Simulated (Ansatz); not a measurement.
Level of theory: DFT PBE, scalar-relativistic, plane waves, PAW in Ansatz 0.2.0. All cells share a 420 eV cutoff and Γ-centred k meshes spaced at most about 0.3 Å⁻¹ (about 0.25 or finer for metals, 2π included). No spin polarisation.

These are static total energies at zero pressure.

Two relaxed structures of Ca₃S:

A.

```xyz
4
Lattice="4.9683 0.0000 0.0000 0.0000 4.9683 0.0000 0.0000 0.0000 4.9683" Properties=species:S:1:pos:R:3 pbc="T T T"
Ca    0.0000    2.4841    2.4841
Ca    2.4841    0.0000    2.4841
Ca    2.4841    2.4841    0.0000
S     0.0000    0.0000    0.0000
```

B.

```xyz
4
Lattice="3.9220 0.0000 0.0000 -1.9610 3.3965 0.0000 0.0000 0.0000 9.9677" Properties=species:S:1:pos:R:3 pbc="T T T"
Ca    1.9610    1.1322    4.9838
Ca    0.0000    2.2643    1.7604
Ca    0.0000    2.2643    8.2073
S     1.9610    1.1322    0.0000
```

Problem. Which is lower in energy, and by how much?

Solution. B is lower, by 0.62 eV/atom. A has space group Pm-3m (No. 221), 30.7 Å³/atom and no gap on its mesh; B has space group P-6m2 (No. 187), 33.2 Å³/atom and no gap. Counting Ca atoms around S (those within 1.25 times the shortest such distance or 1.15 times the sum of covalent radii; the shortest distance is added where it is long for a bond), A has S 12 from 3.5 Å and B has S 6. The lower one is the more open, so pressure narrows the difference. In A, Ca has 4 S at 3.51 Å and 8 Ca at 3.51 Å; around S lie 12 Ca at 3.51 Å. In B, Ca on a site of symmetry -6m2 has 12 Ca at 3.92–3.94 Å; Ca on a site of symmetry 3m is surrounded by 3 S at 2.87 Å, 1 Ca at 3.52 Å and 9 Ca at 3.92–3.94 Å; around S lie 6 Ca at 2.87 Å. Both come from invented guesses.

A magnetic state wasn't ruled out in cells without spin, among them Pm-3m, P-6m2. Cells relaxed within their symmetry can be saddle points.
